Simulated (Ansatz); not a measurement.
Take ZnTe in the zinc blende structure (space group F-43m, No. 216; a = 6.1792 Å) as the base. Axes: x, y, z lie along the cube axes.

Level of theory: DFT with PBE, PAW potentials and a 420 eV plane-wave cutoff in Ansatz (an electronic-structure program), no spin-orbit coupling, earlier PAW set.

Now apply this change: an isotropic linear strain of +2.12 %, atoms relaxed at fixed cell.

Task: Predict the stress tensor and what it implies for the stiffness.

Result: Stress of the strained cell less that of the base (GPa, compression positive):
```
  -2.35    0.00    0.00
   0.00   -2.35    0.00
   0.00    0.00   -2.35
```

Then B = −ΔP/(ΔV/V₀) with ΔV/V₀ = 0.0650 gives secant stiffness values (nonlinear terms included at this strain): B ≈ 36 GPa.

As a check, the harmonic strain energy −½ V₀ Δσ:ε is 14 meV/atom; the computed energy rise is 15 meV/atom.

No phonon test of stability was made.
